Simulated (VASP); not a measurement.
The system is C2H6, in a box.

```xyz
8
Lattice="13.0000 0.0000 0.0000 0.0000 12.0000 0.0000 0.0000 0.0000 12.0000" Properties=species:S:1:pos:R:3 pbc="T T T"
C     5.7362    6.0000    6.0000
C     7.2638    6.0000    6.0000
H     5.3343    7.0224    6.0000
H     5.3343    5.4888    5.1146
H     5.3343    5.4888    6.8854
H     7.6657    4.9776    6.0000
H     7.6657    6.5112    5.1146
H     7.6657    6.5112    6.8854
```

Base run:

- Program: VASP 6.6.1
- Functional: PBE
- Potentials or basis: VASP PAW PBE potentials, release 64 (C, H)
- Cutoff: 520 eV
- k mesh: 1 × 1 × 1
- Occupations: gaussian, width 0.01 eV
- Spin: no spin polarisation

Its results: gap between the frontier levels 7.55 eV; largest force 0.024 eV/Å.

Problem. The run is repeated on the same cell with these changes: functional from PBE to PBE0; further incar settings from ALGO = Normal; EDIFF = 1e-06; NBANDS = 17 to ALGO = Normal; EDIFF = 1e-07; NBANDS = 17. What comes out?

Solution. Gap between the frontier levels 9.28 eV; largest force 0.218 eV/Å.

Caveats: the PAW data sets were made with another functional, which shifts forces and pressure a little (some runs).

